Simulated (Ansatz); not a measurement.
CdGeAs$_{2}$: do energies and stresses tell the same story?

Method: DFT PBE, scalar-relativistic, plane waves, PAW (Ansatz 0.2.0).

Cutoff 420 eV; k points 8×8×8 on the computed 8-atom cell (Γ-centred); Gaussian smearing, width 0.01 eV; no spin polarisation.

Relaxed cell: I-42d, a = 6.048 Å, b = 6.048 Å, c = 11.484 Å, α = 90.00°, β = 90.00°, γ = 90.00°, 8 atoms in the primitive cell. Whether it is the stable form of this composition wasn't checked.

Energies at zero smearing and pressures from the stress tensor, at volumes with shape and atoms relaxed:
| V (Å³/atom) | E − E(first) (meV/atom) | P (GPa) |
| --- | --- | --- |
| 24.681 | 0.00 | 3.76 |
| 25.469 | -13.32 | 1.72 |
| 26.257 | -17.43 | 0.00 |
| 27.045 | -13.78 | -1.44 |
| 27.832 | -3.59 | -2.67 |

Task: Check P = −dE/dV between neighbouring volumes, and get the bulk modulus from the pressures alone.

Result: With 1 eV/Å³ = 160.2 GPa:
```json
{"middle V (Å³/atom)": "25.075", "−ΔE/ΔV (GPa)": "2.709", "mean P (GPa)": "2.737"}
{"middle V (Å³/atom)": "25.863", "−ΔE/ΔV (GPa)": "0.837", "mean P (GPa)": "0.860"}
{"middle V (Å³/atom)": "26.651", "−ΔE/ΔV (GPa)": "-0.743", "mean P (GPa)": "-0.721"}
{"middle V (Å³/atom)": "27.438", "−ΔE/ΔV (GPa)": "-2.074", "mean P (GPa)": "-2.054"}
```

The two differ by 0.03 GPa at most. The mean of two end pressures misses the average over a step by about ΔV² P″/12, up to 0.03 GPa here; with that taken off 0.00 GPa remains. Around V = 26.257 Å³/atom, the two neighbours give B = −V ΔP/ΔV = 26.257 × 3.16 / 1.575 = 52.7 GPa, against B0 = 52.5 GPa from the Birch–Murnaghan fit of the energies.